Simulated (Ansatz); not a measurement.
# TaN/MgO/RuAl: conductance against the thickness of the layer, part 2 of 6

Wanted: T(E), the conductance and its decay constant for TaN/MgO/RuAl. The lower electrode is TaN rock salt(001), the upper one RuAl B2(001); the barrier is MgO rock salt(001) (non-polar). In the first transport cell, after relaxation, the nearest pair of electrode and barrier is N–Mg at 2.12 Å, along the normal, at the lower face and Ru–O at 2.23 Å, along the normal, at the upper one. All share a net of side 3.065 Å, which strains the lower electrode by -1.9 %, the upper one by +2.2 % and the barrier by +2.0 %, against typed lattice constants near PBE's. The first steps treat the bulk electrodes alone.

Ansatz 0.2.0; PBE DFT, plane waves, PAW files (the session's first sound run).

So far: Starting point; Layer spacing of the electrode, 4 atoms, electrode TaN rock salt(001).

**3. Layer spacing of the electrode, 2 atoms, electrode RuAl B2(001)**

System of this step: AlRu (RuAl). Symmetry: P4/mmm, No. 123, tetragonal system. Conventional cell: a = 3.065 Å, b = 3.065 Å, c = 2.954 Å, α = 90.00°, β = 90.00°, γ = 90.00°. Nearest to Ru lie 8 Al at 2.62 Å. Nearest to Al lie 8 Ru at 2.62 Å. Farther neighbours are not listed.

The electrode is held to the junction's net and relaxed along the normal; its spacing is used for the ideal lead layers.

Input file input.yaml:

```yaml
crystal:
  lattice:
    - [3.065, 0.0, 0.0]
    - [0.0, 3.065, 0.0]
    - [0.0, 0.0, 2.9545]
  atoms:
    - { symbol: Ru, position: [0.0, 0.0, 0.0] }
    - { symbol: Al, position: [0.5, 0.5, 0.5] }
kpoints:
  mp_grid: { grid: [12, 12, 11] }
scf:
  occupations: { method: fermi_dirac, width: 0.1 }
  max_iter: 150
hamiltonian:
  xc: pbe
relax:
  f_tol: 0.01
  max_steps: 40
  cell: { fix: [a, b, angles] }
```

Run with:

```console
ansatz run input.yaml --threads 4 --pin off --max-ram 12288MiB --backend cpu --events-out ev --progress --plain --runs-dir out
```

Numbers of over 12 decimals in the logs are rounded to 6 here.

What it wrote:

```text
[...]
Crystal: 2 atoms, lattice volume = 27.755 Å³
Basis set: ecut = 420 eV, 545 PW (Γ), exchange–correlation on 48×48×40 points (8 copies of the dense FFT grid, shifted against one another)
Bands: 14, of which v1, the nominal top of the filled ones, is band 10 counted from 1 (9 counted from 0)
Symmetry: 16 space group operations
[...]
k-points: 168 of 1584
[...]
SCF iter   1: F=—  HF=-6417.474877 eV  |F-HF|=—  |Δ(HF+E_count)|=         —  Δρ=3.83e-3  dr2=4.42e-3  ethr=1.77e-3  ⟨swp⟩=5.0  Hψ=12456  notcnv=0
[...]
SCF iter   6: F=-6417.473976 eV  HF=-6417.473976 eV  |F-HF|=1.46e-11  |Δ(HF+E_count)|=   4.80e-8  Δρ=3.77e-6  dr2=1.17e-9  ethr=5.26e-10  ⟨swp⟩=4.0  Hψ=7686  notcnv=0
SCF 1 converged in 6 iterations: F = -6417.473976 eV  dr2 = 1.17e-9
[...]
relax step   1: F+E_penalty+E_count = -6417.47397606 eV  Δ(F+E_penalty+E_count) = +0.000e0 eV  max|allowed force component| = 3.575e-31 eV/Å  Δτ_max = 0.0000 Å  P = -4.292 GPa  Ω = 27.755 Å³  fix = [a, b, alpha, beta, gamma]  reactions: a -6.272, b -6.272 GPa  (6 SCF iters, dr2 threshold 1.00e-7 eV, accepted)
Crystal: 2 atoms, lattice volume = 27.715 Å³
Basis set: ecut = 420 eV, 537 PW (Γ), exchange–correlation on 48×48×40 points (8 copies of the dense FFT grid, shifted against one another)
[...]
SCF iter   6: F=-6417.474017 eV  HF=-6417.474017 eV  |F-HF|=9.09e-13  |Δ(HF+E_count)|=  1.82e-12  Δρ=9.22e-8  dr2=1.25e-12  ethr=1.00e-12  ⟨swp⟩=1.0  Hψ=5376  notcnv=0
SCF 2 converged in 6 iterations: F = -6417.474017 eV  dr2 = 1.25e-12
relax step   2: F+E_penalty+E_count = -6417.47401748 eV  Δ(F+E_penalty+E_count) = -4.142e-5 eV  max|allowed force component| = 1.726e-31 eV/Å  Δτ_max = 0.0000 Å  P = -4.016 GPa  Ω = 27.715 Å³  energy of the carried Pulay correction = +1.622e-5 eV  fix = [a, b, alpha, beta, gamma]  reactions: a -6.089, b -6.089 GPa  (6 SCF iters, dr2 threshold 2.00e-7 eV, accepted)
Crystal: 2 atoms, lattice volume = 27.727 Å³
[...]
SCF iter   6: F=-6417.474017 eV  HF=-6417.474017 eV  |F-HF|=0.00e0  |Δ(HF+E_count)|=  1.82e-12  Δρ=9.46e-9  dr2=2.30e-14  ethr=1.00e-12  ⟨swp⟩=1.0  Hψ=5384  notcnv=0
SCF 3 converged in 6 iterations: F = -6417.474017 eV  dr2 = 2.30e-14
relax step   3: F+E_penalty+E_count = -6417.47401736 eV  Δ(F+E_penalty+E_count) = +1.135e-7 eV  max|allowed force component| = 4.770e-30 eV/Å  Δτ_max = 0.0000 Å  P = -4.094 GPa  Ω = 27.727 Å³  energy of the carried Pulay correction = +1.169e-5 eV  fix = [a, b, alpha, beta, gamma]  reactions: a -6.140, b -6.140 GPa  (6 SCF iters, dr2 threshold 4.10e-8 eV, accepted)
[...]
SCF iter   8: F=-6417.474008 eV  HF=-6417.474008 eV  |F-HF|=0.00e0  |Δ(HF+E_count)|=    0.00e0  Δρ=2.35e-9  dr2=1.40e-15  ethr=1.00e-12  ⟨swp⟩=2.0  Hψ=6913  notcnv=0
SCF 4 converged in 8 iterations: F = -6417.474008 eV  dr2 = 1.40e-15
relax step   4: F+E_penalty+E_count = -6417.47400809 eV  Δ(F+E_penalty+E_count) = +9.279e-6 eV  max|allowed force component| = 4.672e-30 eV/Å  Δτ_max = 0.0000 Å  P = -4.094 GPa  Ω = 27.727 Å³  fix = [a, b, alpha, beta, gamma]  reactions: a -6.140, b -6.140 GPa  stress off target by 8.75e-4 GPa on what of the cell is left free  SCF on the basis re-selected at this cell (its energy is not comparable with the rows above)  (8 SCF iters)
[...]
SCF converged after 8 iterations
Free energy (F): -6417.474008 eV
[...]
Internal energy: -6417.422131 eV  (E = F + TS)
E sigma→0 (E₀):  -6417.448070 eV
Entropy (-TS):   -0.051877 eV (-25.939 meV/atom)
Fermi energy:    15.467519 eV
[...]
--- Stress (GPa, compression-positive) ---
       -6.140226      -0.000000      -0.000000
       -0.000000      -6.140226      -0.000000
       -0.000000      -0.000000      -0.000875
  P = ⅓ Tr σ = -4.0938 GPa (-40.938 kbar)
--- Relaxed structure (3 steps of the walk, 3 accepted, 1 SCFs on fresh bases) ---
[...]
cell:  # Å, volume = 27.7266 Å³
    - [3.065, 0.0, 0.0]
    - [0.0, 3.065, 0.0]
    - [0.0, 0.0, 2.951451]
  atoms:
    - { symbol: Ru, position: [0, 0, 0.0] }
    - { symbol: Al, position: [0.5, 0.5, 0.500000] }
```

The job ended after 3.7 s (4 threads of Arm Neoverse V1, shared host; peak memory 0.37 GiB).

The steps of the relaxation:

```csv
step,energy less that of the first step (eV),largest force component (eV/Å),pressure (GPa),volume (Å³)
1,0.0000,0.0000,-4.29,27.76
2,0.0000,0.0000,-4.02,27.72
3,0.0000,0.0000,-4.09,27.73
4*,0.0000,0.0000,-4.09,27.73
```

Relaxation steps marked * repeat the geometry before them on a plane-wave basis chosen anew for their cell, so energy and pressure can jump there.

The run keeps the 16 symmetry operations that it works with, so distortions that break them were not tested.

```csv
"conventional cell, symmetrised",before,after,change
a (Å),3.065,3.065,+0.0 %
b (Å),3.065,3.065,+0.0 %
c (Å),2.954,2.951,-0.1 %
volume (Å³/atom),13.88,13.86,-0.1 %
```

Final coordinates:

```
Ru Al
1.0
     3.06500    0.00000    0.00000
     0.00000    3.06500    0.00000
     0.00000    0.00000    2.95145
Ru Al
1 1
Direct
  0.00000 0.00000 0.00000
  0.50000 0.50000 0.50000
```

Numbers from this step:

* free energy: -6417.4740 eV
* Fermi energy: 15.47 eV
* pressure: -4.094 GPa

The cell shrank by 0.1 % in volume.

**4. Relaxing the interfaces**

System of this step: TaN/MgO/RuAl. The cell holds 20 atoms: 4 N, 4 Ta, 4 O, 4 Mg, 2 Ru and 2 Al. Its edges and angles: a = 3.065 Å, b = 3.065 Å, c = 38.018 Å, α = 90.0°, β = 90.0°, γ = 90.0°. Vacuum lies along c.

Tunnelling depends exponentially on distance, so the interfaces are relaxed first. A short slab in vacuum serves: only the barrier and the layers next to it are taken over, and later cells can add or drop layers in the barrier's middle. The dipole correction removes the field that unlike faces would set up across the vacuum.

Input file input.yaml:

```yaml
crystal:
  lattice:
    - [3.065, 0.0, 0.0]
    - [0.0, 3.065, 0.0]
    - [0.0, 0.0, 38.0176644058]
  atoms:
    - { symbol: "N", position: [0.5, 0.5, 0.2104284975] }
    - { symbol: Ta, position: [0.0, 0.0, 0.2104284975] }
    - { symbol: "N", position: [0.0, 0.0, 0.2693459096] }
    - { symbol: Ta, position: [0.5, 0.5, 0.2693459096] }
    - { symbol: "N", position: [0.5, 0.5, 0.3282633217] }
    - { symbol: Ta, position: [0.0, 0.0, 0.3282633217] }
    - { symbol: "N", position: [0.0, 0.0, 0.3871807338] }
    - { symbol: Ta, position: [0.5, 0.5, 0.3871807338] }
    - { symbol: O, position: [0.5, 0.5, 0.4505723187] }
    - { symbol: Mg, position: [0.0, 0.0, 0.4505723187] }
    - { symbol: O, position: [0.0, 0.0, 0.5056888661] }
    - { symbol: Mg, position: [0.5, 0.5, 0.5056888661] }
    - { symbol: O, position: [0.5, 0.5, 0.5608054134] }
    - { symbol: Mg, position: [0.0, 0.0, 0.5608054134] }
    - { symbol: O, position: [0.0, 0.0, 0.6159219608] }
    - { symbol: Mg, position: [0.5, 0.5, 0.6159219608] }
    - { symbol: Ru, position: [0.0, 0.0, 0.6730006907] }
    - { symbol: Al, position: [0.5, 0.5, 0.711857628] }
    - { symbol: Ru, position: [0.0, 0.0, 0.7507145652] }
    - { symbol: Al, position: [0.5, 0.5, 0.7895715025] }
kpoints:
  mp_grid: { grid: [8, 8, 1] }
scf:
  occupations: { method: fermi_dirac, width: 0.1 }
  max_iter: 150
hamiltonian:
  xc: pbe
efield:
  axis: 3
  dipole_correction: true
relax:
  f_tol: 0.04
  max_steps: 60
output:
  forces: true
```

What it wrote:

```text
[...]
Crystal: 20 atoms, lattice volume = 357.146 Å³
Basis set: ecut = 420 eV, 6959 PW (Γ), exchange–correlation on 48×48×512 points (8 copies of the dense FFT grid, shifted against one another)
Bands: 107, of which v1, the nominal top of the filled ones, is band 87 counted from 1 (86 counted from 0)
Symmetry: 8 space group operations
[...]
k-points: 15 of 64
[...]
SCF iter   1: F=—  HF=-64078.974656 eV  |F-HF|=—  |Δ(HF+E_count)|=         —  Δρ=6.13e-3  dr2=1.35e0  ethr=1.77e-3  p=-0.009 e·Å  D=-4.67e-3 V/Å  ΔV_dip=0.18 eV  dr2_dipole=6.84e-2  V_vac-E_F(+/−)=3.80/3.64 eV  ⟨swp⟩=8.5  Hψ=7611  notcnv=0  defer=10
efield: sawtooth ramp at fractional position 0.9500 (placed from the atoms, in the widest stretch of the axis that holds none; the zero of the levels goes with the place), width 0.1000; the density the first Hamiltonian is built on has a dipole p = -0.009 e·Å; the dipole correction subtracts the counter field D = -4.67e-3 V/Å, which shifts the + side's vacuum level by +0.18 eV against the − side's; the planar-averaged density in the ramp window peaks in size at 9.7e-5 e/Å³
[...]
SCF iter   2: F=—  HF=-64078.924826 eV  |F-HF|=—  |Δ(HF+E_count)|=   4.98e-2  Δρ=3.10e-3  dr2=1.49e-1  ethr=7.75e-4  p=0.027 e·Å  D=1.35e-2 V/Å  ΔV_dip=-0.51 eV  dr2_dipole=6.51e-2  V_vac-E_F(+/−)=3.25/3.77 eV  ⟨swp⟩=2.7  Hψ=2087  notcnv=0  defer=30
[...]
SCF iter   7: F=-64078.919012 eV  HF=-64078.919023 eV  |F-HF|=1.04e-5  |Δ(HF+E_count)|=   3.23e-6  Δρ=3.48e-5  dr2=1.72e-5  ethr=2.30e-8  p=0.029 e·Å  D=1.47e-2 V/Å  ΔV_dip=-0.56 eV  dr2_dipole=1.27e-6  V_vac-E_F(+/−)=3.31/3.87 eV  ⟨swp⟩=5.0  Hψ=5539  notcnv=0
WARN: efield: at this solve's end the planar-averaged density reaches 1.94e-5 e/Å³ inside the ramp window [0.9237, 0.0763] (bound 1e-5 e/Å³); the window's nearer edge stands 5.10 Å from this solve's nearest atom along the axis. Its work functions, free energy, forces, stress, dipole, levels and responses can be off, and this figure does not tell by how much. A short vacuum, a low `basis.ecutwfc` or `basis.ecutrho_ratio` and negative occupations (`scf.occupations.method`) can put density there. See the manual's quickstart, § The vacuum guard
SCF 1 converged in 7 iterations: F = -64078.919012 eV  dr2 = 1.72e-5
[...]
relax step   1: F+E_penalty+E_count = -64078.91901218 eV  Δ(F+E_penalty+E_count) = +0.000e0 eV  max|allowed force component| = 1.964e0 eV/Å  Δτ_max = 0.0000 Å  (7 SCF iters, dr2 threshold 4.00e-5 eV, accepted)
[...]
SCF iter   1: F=—  HF=-64080.156542 eV  |F-HF|=—  |Δ(HF+E_count)|=         —  Δρ=1.01e-2  dr2=1.69e0  ethr=9.59e-4  p=0.029 e·Å  D=1.47e-2 V/Å  ΔV_dip=-0.56 eV  dr2_dipole=3.73e-2  V_vac-E_F(+/−)=3.45/4.01 eV  ⟨swp⟩=1.2  Hψ=6355  notcnv=0  defer=28
efield: sawtooth ramp at fractional position 0.9500 (handed on by an earlier solve), width 0.1000; the density the first Hamiltonian is built on has a dipole p = 0.029 e·Å; the dipole correction subtracts the counter field D = 1.47e-2 V/Å, which shifts the + side's vacuum level by -0.56 eV against the − side's; the planar-averaged density in the ramp window peaks in size at 2.7e-5 e/Å³
[...]
SCF iter   2: F=—  HF=-64080.055159 eV  |F-HF|=—  |Δ(HF+E_count)|=   1.01e-1  Δρ=5.05e-3  dr2=2.09e-1  ethr=9.59e-4  p=0.016 e·Å  D=8.19e-3 V/Å  ΔV_dip=-0.31 eV  dr2_dipole=8.32e-4  V_vac-E_F(+/−)=3.16/3.47 eV  ⟨swp⟩=3.3  Hψ=2769  notcnv=0  defer=29
[...]
SCF iter   7: F=-64080.020577 eV  HF=-64080.020586 eV  |F-HF|=9.06e-6  |Δ(HF+E_count)|=   8.83e-7  Δρ=4.72e-5  dr2=2.01e-5  ethr=5.75e-8  p=-0.004 e·Å  D=-1.93e-3 V/Å  ΔV_dip=0.07 eV  dr2_dipole=5.04e-6  V_vac-E_F(+/−)=3.31/3.23 eV  ⟨swp⟩=3.4  Hψ=6075  notcnv=0
[...]
SCF 2 converged in 7 iterations: F = -64080.020577 eV  dr2 = 2.01e-5
[...]
relax step   2: F+E_penalty+E_count = -64080.02057739 eV  Δ(F+E_penalty+E_count) = -1.102e0 eV  max|allowed force component| = 1.016e0 eV/Å  Δτ_max = 0.1945 Å  (7 SCF iters, dr2 threshold 1.00e-4 eV, accepted)
SCF iter   1: F=—  HF=-64080.136826 eV  |F-HF|=—  |Δ(HF+E_count)|=         —  Δρ=1.75e-2  dr2=3.05e1  ethr=3.10e-3  p=-0.004 e·Å  D=-1.93e-3 V/Å  ΔV_dip=0.07 eV  dr2_dipole=2.64e1  V_vac-E_F(+/−)=3.57/3.50 eV  ⟨swp⟩=6.5  Hψ=4730  notcnv=0  defer=16
[...]
SCF iter   7: F=-64079.840640 eV  HF=-64079.840648 eV  |F-HF|=7.80e-6  |Δ(HF+E_count)|=   9.94e-5  Δρ=7.15e-5  dr2=2.76e-5  ethr=3.71e-8  p=0.011 e·Å  D=5.41e-3 V/Å  ΔV_dip=-0.21 eV  dr2_dipole=1.89e-8  V_vac-E_F(+/−)=3.36/3.56 eV  ⟨swp⟩=3.3  Hψ=6098  notcnv=0
SCF 3 converged in 7 iterations: F = -64079.840640 eV  dr2 = 2.76e-5
[...]
relax step   3: F+E_penalty+E_count = -64079.84063984 eV  Δ(F+E_penalty+E_count) = +1.799e-1 eV  max|allowed force component| = 3.333e0 eV/Å  Δτ_max = 0.1954 Å  (7 SCF iters, dr2 threshold 6.45e-5 eV, rejected (line search))
[...]
relax step   4: F+E_penalty+E_count = -64080.33109775 eV  Δ(F+E_penalty+E_count) = -3.105e-1 eV  max|allowed force component| = 7.788e-1 eV/Å  Δτ_max = 0.0952 Å  (9 SCF iters, accepted)
[...]
relax step   5: F+E_penalty+E_count = -64080.41920997 eV  Δ(F+E_penalty+E_count) = -8.811e-2 eV  max|allowed force component| = 1.572e-1 eV/Å  Δτ_max = 0.1000 Å  (6 SCF iters, dr2 threshold 1.00e-4 eV, accepted)
[...]
relax step   6: F+E_penalty+E_count = -64080.42328660 eV  Δ(F+E_penalty+E_count) = -4.077e-3 eV  max|allowed force component| = 1.114e-1 eV/Å  Δτ_max = 0.0369 Å  (9 SCF iters, accepted)
[...]
relax step   7: F+E_penalty+E_count = -64080.42605296 eV  Δ(F+E_penalty+E_count) = -2.766e-3 eV  max|allowed force component| = 1.574e-1 eV/Å  Δτ_max = 0.0335 Å  (9 SCF iters, accepted)
[...]
relax step   8: F+E_penalty+E_count = -64080.42746646 eV  Δ(F+E_penalty+E_count) = -1.414e-3 eV  max|allowed force component| = 1.912e-2 eV/Å  Δτ_max = 0.0067 Å  (6 SCF iters, dr2 threshold 1.24e-5 eV, accepted)
[...]
SCF iter   4: F=-64080.427468 eV  HF=-64080.427468 eV  |F-HF|=9.07e-9  |Δ(HF+E_count)|=   1.05e-8  Δρ=3.60e-6  dr2=5.10e-8  ethr=5.75e-11  p=-0.016 e·Å  D=-8.34e-3 V/Å  ΔV_dip=0.32 eV  dr2_dipole=7.95e-10  V_vac-E_F(+/−)=3.34/3.02 eV  ⟨swp⟩=3.7  Hψ=6948  notcnv=0
SCF 9 converged in 4 iterations: F = -64080.427468 eV  dr2 = 5.10e-8
relax step   9: F+E_penalty+E_count = -64080.42746774 eV  Δ(F+E_penalty+E_count) = -1.276e-6 eV  max|allowed force component| = 1.909e-2 eV/Å  Δτ_max = 0.0000 Å  (4 SCF iters, accepted)
SCF converged after 4 iterations
Free energy (F): -64080.427468 eV
[...]
Internal energy: -64080.215422 eV  (E = F + TS)
E sigma→0 (E₀):  -64080.321445 eV
Entropy (-TS):   -0.212045 eV (-10.602 meV/atom)
Fermi energy:    8.681937 eV
Dipole field:    D = -0.008372 V/Å  (p = -0.016524 e·Å, saw-weighted, corrected)
Work function:   Φ+ = 3.3418 eV   Φ− = 3.0235 eV
Levels:          The Fermi level and band energies are counted from a zero that moves with the ramp; work functions are not
[...]
--- Forces (eV/Å), atoms counted from 1 ---
  atom   1  N      0.00000000     0.00000000     0.00613220
  atom   2  Ta     0.00000000    -0.00000000     0.00552390
  atom   3  N      0.00000000    -0.00000000     0.00418745
  atom   4  Ta     0.00000000    -0.00000000     0.00038476
  atom   5  N     -0.00000000     0.00000000    -0.00893802
  atom   6  Ta    -0.00000000     0.00000000    -0.00363761
  atom   7  N      0.00000000    -0.00000000     0.00103455
  atom   8  Ta    -0.00000000     0.00000000    -0.00684442
  atom   9  O     -0.00000000     0.00000000    -0.00884415
  atom  10  Mg     0.00000000    -0.00000000     0.01909701
  atom  11  O     -0.00000000     0.00000000    -0.01818032
  atom  12  Mg     0.00000000     0.00000000     0.01686673
  atom  13  O     -0.00000000     0.00000000    -0.00802402
  atom  14  Mg    -0.00000000     0.00000000    -0.01795807
  atom  15  O      0.00000000    -0.00000000     0.01219172
  atom  16  Mg     0.00000000     0.00000000     0.00265457
  atom  17  Ru     0.00000000    -0.00000000     0.00967306
  atom  18  Al     0.00000000     0.00000000     0.00121275
  atom  19  Ru    -0.00000000     0.00000000    -0.00796338
  atom  20  Al     0.00000000     0.00000000     0.00151707
  max |Σ_I F_I| component: 8.58e-5 eV/Å
--- Relaxed structure (9 steps of the walk, 8 accepted, 0 SCFs on fresh bases) ---
  F+E_penalty+E_count = -64080.42746774 eV   max|allowed force component| = 1.909e-2 eV/Å
  atoms:
    - { symbol: N, position: [0.5, 0.5, 0.205762] }
    - { symbol: Ta, position: [1.3759654399468468e-17, 0, 0.216138] }
    - { symbol: N, position: [9.931927749616346e-18, 0, 0.273467] }
    - { symbol: Ta, position: [0.5, 0.5, 0.267190] }
    - { symbol: N, position: [0.5, 0.5, 0.326965] }
    - { symbol: Ta, position: [1.830742595998367e-17, 0, 0.335860] }
    - { symbol: N, position: [1.688900422099691e-17, 0, 0.394189] }
    - { symbol: Ta, position: [0.5, 0.5, 0.387557] }
    - { symbol: O, position: [0.5, 0.5, 0.447601] }
    - { symbol: Mg, position: [-1.459111146572265e-18, 0, 0.449967] }
    - { symbol: O, position: [-4.885359749637099e-18, 0, 0.503662] }
    - { symbol: Mg, position: [0.5, 0.5, 0.505687] }
    - { symbol: O, position: [0.5, 0.5, 0.559445] }
    - { symbol: Mg, position: [7.2732136265215105e-19, 0, 0.561107] }
    - { symbol: O, position: [-4.491452802596195e-18, 0, 0.614058] }
    - { symbol: Mg, position: [0.5, 0.5, 0.619253] }
    - { symbol: Ru, position: [-7.913676456067555e-19, 0, 0.672672] }
    - { symbol: Al, position: [0.5, 0.5, 0.708930] }
    - { symbol: Ru, position: [-1.3938519105638806e-18, 0, 0.750136] }
    - { symbol: Al, position: [0.5, 0.5, 0.781912] }
```

Elapsed: 2 min, on 4 threads; peak memory 1.3 GiB.

This run has no spin polarisation, although Ru can carry a moment.

Step by step:

```csv
step,energy less that of the first step (eV),largest force component (eV/Å)
1,0.0000,1.9641
2,-1.1016,1.0161
3,-0.9216,3.3332
4,-1.4121,0.7788
5,-1.5002,0.1572
6,-1.5043,0.1114
7,-1.5070,0.1574
8,-1.5085,0.0191
9,-1.5085,0.0191
```

Relaxation step 3 was tried and not accepted.

The run keeps the 8 symmetry operations that it works with, so distortions that break them were not tested.

The atoms that moved most (Å):

```csv
atom,dx,dy,dz,length
Al20,0.000,0.000,-0.291,0.291
Ta6,0.000,0.000,0.289,0.289
N7,0.000,0.000,0.266,0.266
Ta2,0.000,0.000,0.217,0.217
N1,0.000,0.000,-0.177,0.177
N3,0.000,0.000,0.157,0.157
Mg16,0.000,0.000,0.127,0.127
O9,0.000,0.000,-0.113,0.113
```

This step gave:

* free energy: -64080.4275 eV
* Fermi energy: 8.682 eV

The largest force component on a free atom ends at 0.019 eV/Å. At one or more of this run's solves the program warned of density in the dipole ramp over its bound, where dipole, forces and levels can be off.

(Part 2 of 6 ends here.)

[Logs are printed without paths, hosts, clocks, repeated set-up lines and the standing remarks that a program may print on its own settings, such as how far it seeks lower states.]

[Hosts, paths, dates, database ids (printed as entryN), source tags and the programs' standing remarks are cut or masked in the printed files.]
